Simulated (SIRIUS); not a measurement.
# CdF2 (Fm-3m) in SIRIUS: settings compared, part 4 of 4

SIRIUS 7.12.0. Earlier steps stand in the parts before.

**8. Equation of state, LDA, 13.56 Å³/atom (volume scaled by 1.04)**

Contents of sirius.json:

```json
{
  "control": {
    "processing_unit": "cpu",
    "std_evp_solver_name": "lapack",
    "gen_evp_solver_name": "lapack",
    "verbosity": 2,
    "print_forces": false,
    "ortho_rf": true,
    "use_second_variation": true,
    "rmt_max": 3.0,
    "num_bands_to_print": 24,
    "save_wf": true
  },
  "parameters": {
    "electronic_structure_method": "full_potential_lapwlo",
    "xc_functionals": ["XC_LDA_X", "XC_LDA_C_PW"],
    "core_relativity": "dirac",
    "valence_relativity": "iora",
    "num_fv_states": 25,
    "smearing": "fermi_dirac",
    "smearing_width": 0.0018374661,
    "pw_cutoff": 23,
    "gk_cutoff": 4.48,
    "lmax_apw": 13,
    "lmax_rho": 8,
    "lmax_pot": 8,
    "num_mag_dims": 0,
    "auto_rmt": 0,
    "ngridk": [9, 9, 9],
    "shiftk": [0, 0, 0],
    "num_dft_iter": 80,
    "energy_tol": 1e-07,
    "density_tol": 1e-05,
    "use_symmetry": true
  },
  "settings": {"tol_ne": 1e-10},
  "iterative_solver": {"type": "exact"},
  "mixer": {"type": "anderson", "beta": 0.5, "max_history": 8},
  "unit_cell": {
    "lattice_vectors": [[0.0, 5.1579156805, 5.1579156805], [5.1579156805, 0.0, 5.1579156805], [5.1579156805, 5.1579156805, 0.0]],
    "atom_types": ["Cd", "F"],
    "atom_files": {"Cd": "Cd.json", "F": "F.json"},
    "atoms": {"Cd": [[0.0, 0.0, 0.0]], "F": [[0.75, 0.75, 0.75], [0.25, 0.25, 0.25]]}
  }
}
```

Contents of Cd.json:

```json
{
  "name": "cadmium",
  "symbol": "Cd",
  "number": 48,
  "mass": 112.411,
  "rmin": 1e-06,
  "rmt": 2.54,
  "nrmt": 800,
  "rinf": 14.45,
  "core": "1s2s2p3s3p3d",
  "valence": [
    {"basis": [{"enu": -0.19, "dme": 0, "n": 0, "auto": 0}, {"enu": -0.19, "dme": 1, "n": 0, "auto": 0}]},
    {"l": 0, "n": 1, "basis": [{"enu": -0.09, "dme": 0, "n": 0, "auto": 0}]},
    {"l": 1, "n": 2, "basis": [{"enu": -0.09, "dme": 0, "n": 0, "auto": 0}]},
    {"l": 2, "n": 3, "basis": [{"enu": -0.1502, "dme": 0, "n": 0, "auto": 0}]},
    {"l": 3, "n": 4, "basis": [{"enu": -0.09, "dme": 0, "n": 0, "auto": 0}]}
  ],
  "lo": [
    {"l": 0, "basis": [{"enu": -0.09, "dme": 0, "n": 0, "auto": 0}, {"enu": -0.09, "dme": 1, "n": 0, "auto": 0}]},
    {
      "l": 0,
      "basis": [{"enu": -3.7489, "dme": 0, "n": 4, "auto": 1}, {"enu": -3.7489, "dme": 1, "n": 4, "auto": 1}]
    },
    {
      "l": 0,
      "basis": [{"enu": -3.7489, "dme": 1, "n": 4, "auto": 1}, {"enu": -0.09, "dme": 0, "n": 0, "auto": 0}]
    },
    {"l": 0, "basis": [{"enu": -0.09, "dme": 0, "n": 0, "auto": 0}, {"enu": 2.39, "dme": 0, "n": 0, "auto": 0}]},
    {"l": 1, "basis": [{"enu": -0.09, "dme": 0, "n": 0, "auto": 0}, {"enu": -0.09, "dme": 1, "n": 0, "auto": 0}]},
    {
      "l": 1,
      "basis": [{"enu": -2.3296, "dme": 0, "n": 4, "auto": 1}, {"enu": -2.3296, "dme": 1, "n": 4, "auto": 1}]
    },
    {
      "l": 1,
      "basis": [{"enu": -2.3296, "dme": 1, "n": 4, "auto": 1}, {"enu": -0.09, "dme": 0, "n": 0, "auto": 0}]
    },
    {"l": 1, "basis": [{"enu": -0.09, "dme": 0, "n": 0, "auto": 0}, {"enu": 2.762, "dme": 0, "n": 0, "auto": 0}]},
    {
      "l": 2,
      "basis": [{"enu": -0.1502, "dme": 0, "n": 0, "auto": 0}, {"enu": -0.1502, "dme": 1, "n": 0, "auto": 0}]
    },
    {
      "l": 2,
      "basis": [{"enu": -0.1502, "dme": 1, "n": 0, "auto": 0}, {"enu": -0.1502, "dme": 2, "n": 0, "auto": 0}]
    },
    {
      "l": 2,
      "basis": [{"enu": -0.1502, "dme": 0, "n": 0, "auto": 0}, {"enu": 2.2678, "dme": 0, "n": 0, "auto": 0}]
    },
    {"l": 3, "basis": [{"enu": -0.09, "dme": 0, "n": 0, "auto": 0}, {"enu": -0.09, "dme": 1, "n": 0, "auto": 0}]},
    {"l": 3, "basis": [{"enu": -0.09, "dme": 0, "n": 0, "auto": 0}, {"enu": 2.607, "dme": 0, "n": 0, "auto": 0}]}
  ],
  "free_atom": [... radial grid and density of the free atom, the start of the SCF ...]
}
```

Contents of F.json:

```json
{
  "name": "fluorine",
  "symbol": "F",
  "number": 9,
  "mass": 18.9984032,
  "rmin": 1e-06,
  "rmt": 1.65,
  "nrmt": 800,
  "rinf": 10.39,
  "core": "1s",
  "valence": [
    {"basis": [{"enu": -0.19, "dme": 0, "n": 0, "auto": 0}, {"enu": -0.19, "dme": 1, "n": 0, "auto": 0}]},
    {"l": 0, "n": 1, "basis": [{"enu": -0.3767, "dme": 0, "n": 0, "auto": 0}]},
    {"l": 1, "n": 2, "basis": [{"enu": -0.09, "dme": 0, "n": 0, "auto": 0}]},
    {"l": 2, "n": 3, "basis": [{"enu": -0.09, "dme": 0, "n": 0, "auto": 0}]},
    {"l": 3, "n": 4, "basis": [{"enu": -0.09, "dme": 0, "n": 0, "auto": 0}]}
  ],
  "lo": [
    {
      "l": 0,
      "basis": [{"enu": -0.3767, "dme": 0, "n": 0, "auto": 0}, {"enu": -0.3767, "dme": 1, "n": 0, "auto": 0}]
    },
    {
      "l": 0,
      "basis": [{"enu": -0.3767, "dme": 1, "n": 0, "auto": 0}, {"enu": -0.3767, "dme": 2, "n": 0, "auto": 0}]
    },
    {
      "l": 0,
      "basis": [{"enu": -0.3767, "dme": 0, "n": 0, "auto": 0}, {"enu": 4.031, "dme": 0, "n": 0, "auto": 0}]
    },
    {"l": 1, "basis": [{"enu": -0.09, "dme": 0, "n": 0, "auto": 0}, {"enu": -0.09, "dme": 1, "n": 0, "auto": 0}]},
    {"l": 1, "basis": [{"enu": -0.09, "dme": 1, "n": 0, "auto": 0}, {"enu": -0.09, "dme": 2, "n": 0, "auto": 0}]},
    {
      "l": 1,
      "basis": [{"enu": -0.09, "dme": 0, "n": 0, "auto": 0}, {"enu": 4.9789, "dme": 0, "n": 0, "auto": 0}]
    },
    {"l": 2, "basis": [{"enu": -0.09, "dme": 0, "n": 0, "auto": 0}, {"enu": -0.09, "dme": 1, "n": 0, "auto": 0}]},
    {"l": 2, "basis": [{"enu": -0.09, "dme": 1, "n": 0, "auto": 0}, {"enu": -0.09, "dme": 2, "n": 0, "auto": 0}]},
    {"l": 2, "basis": [{"enu": -0.09, "dme": 0, "n": 0, "auto": 0}, {"enu": 5.64, "dme": 0, "n": 0, "auto": 0}]},
    {"l": 3, "basis": [{"enu": -0.09, "dme": 0, "n": 0, "auto": 0}, {"enu": -0.09, "dme": 1, "n": 0, "auto": 0}]}
  ],
  "free_atom": [... radial grid and density of the free atom, the start of the SCF ...]
}
```

Contents of sirius_start.json:

```json
{
  "control": {
    "processing_unit": "cpu",
    "std_evp_solver_name": "lapack",
    "gen_evp_solver_name": "lapack",
    "verbosity": 1,
    "print_forces": false,
    "ortho_rf": true,
    "use_second_variation": true,
    "rmt_max": 3.0,
    "num_bands_to_print": 24,
    "save_wf": false
  },
  "parameters": {
    "electronic_structure_method": "full_potential_lapwlo",
    "xc_functionals": ["XC_LDA_X", "XC_LDA_C_PW"],
    "core_relativity": "dirac",
    "valence_relativity": "iora",
    "num_fv_states": 25,
    "smearing": "fermi_dirac",
    "smearing_width": 0.0055123983,
    "pw_cutoff": 23,
    "gk_cutoff": 3.59,
    "lmax_apw": 13,
    "lmax_rho": 8,
    "lmax_pot": 8,
    "num_mag_dims": 0,
    "auto_rmt": 0,
    "ngridk": [4, 4, 4],
    "shiftk": [0, 0, 0],
    "num_dft_iter": 30,
    "energy_tol": 0.01,
    "density_tol": 0.05,
    "use_symmetry": true
  },
  "settings": {"tol_ne": 1e-10},
  "iterative_solver": {"type": "exact"},
  "mixer": {"type": "anderson", "beta": 0.5, "max_history": 8},
  "unit_cell": {
    "lattice_vectors": [[0.0, 5.1579156805, 5.1579156805], [5.1579156805, 0.0, 5.1579156805], [5.1579156805, 5.1579156805, 0.0]],
    "atom_types": ["Cd", "F"],
    "atom_files": {"Cd": "Cd.json", "F": "F.json"},
    "atoms": {"Cd": [[0.0, 0.0, 0.0]], "F": [[0.75, 0.75, 0.75], [0.25, 0.25, 0.25]]}
  }
}
```

The run is started by

```sh
$ OMP_NUM_THREADS=1 sirius.scf --input=sirius_start.json --output=start.json
$ OMP_NUM_THREADS=1 sirius.scf --input=sirius.json --output=output.json --task=1
```

Wall time 76 s (1 thread of Intel Xeon 6975P-C (Granite Rapids), shared host); peak memory 0.8 GiB.

Results (log left out):

```
Free energy                                       : -157548.3198 eV
Band gap on the k mesh                            : 2.69 eV, indirect (least direct gap 3.18 eV)
All electrons inside the program's atomic spheres : Cd 46.31; F 8.31 (radii Cd 2.54, F 1.65 bohr)
```

Caveat: an odd mesh through Γ misses points on the zone boundary, where band edges often lie.

**9. Equation of state, LDA, 13.82 Å³/atom (volume scaled by 1.06)**

Edit sirius.json of step 8 so:

```diff
@@ -39,3 +39,3 @@
   "unit_cell": {
-    "lattice_vectors": [[0.0, 5.1579156805, 5.1579156805], [5.1579156805, 0.0, 5.1579156805], [5.1579156805, 5.1579156805, 0.0]],
+    "lattice_vectors": [[0.0, 5.1907695324, 5.1907695324], [5.1907695324, 0.0, 5.1907695324], [5.1907695324, 5.1907695324, 0.0]],
     "atom_types": ["Cd", "F"],
```

Cd.json is that of step 8.

F.json is that of step 8.

Edit sirius_start.json of step 8 so:

```diff
@@ -39,3 +39,3 @@
   "unit_cell": {
-    "lattice_vectors": [[0.0, 5.1579156805, 5.1579156805], [5.1579156805, 0.0, 5.1579156805], [5.1579156805, 5.1579156805, 0.0]],
+    "lattice_vectors": [[0.0, 5.1907695324, 5.1907695324], [5.1907695324, 0.0, 5.1907695324], [5.1907695324, 5.1907695324, 0.0]],
     "atom_types": ["Cd", "F"],
```

Potentials or basis: all-electron FP-LAPW, apw+lo standard.

The run is started by

```sh
$ OMP_NUM_THREADS=1 sirius.scf --input=sirius_start.json --output=start.json
$ OMP_NUM_THREADS=1 sirius.scf --input=sirius.json --output=output.json --task=1
```

Wall time 78 s (1 thread of Intel Xeon 6975P-C (Granite Rapids), shared host); peak memory 0.81 GiB.

It converged, with:

```
Free energy                                       : -157548.2714 eV
Band gap on the k mesh                            : 2.62 eV, indirect (least direct gap 3.14 eV)
All electrons inside the program's atomic spheres : Cd 46.28; F 8.30 (radii Cd 2.54, F 1.65 bohr)
```

Caveat: an odd mesh through Γ misses points on the zone boundary, where band edges often lie.

**10. Equation of state, LDA**

Potentials or basis: all-electron FP-LAPW, apw+lo standard.

This step only gathers the single runs of the series.

What came out:

```yaml
Equilibrium_volume: 12.39 Å³/atom
Bulk_modulus: 128 GPa
Pressure_derivative_of_the_bulk_modulus: 5.1
```

Energy against volume, from the lowest point:
```csv
volume (Å³/atom),energy (meV/atom)
12.253,0.09
12.513,0.00
12.774,4.02
13.035,11.69
13.295,22.57
13.556,36.28
13.817,52.42
```
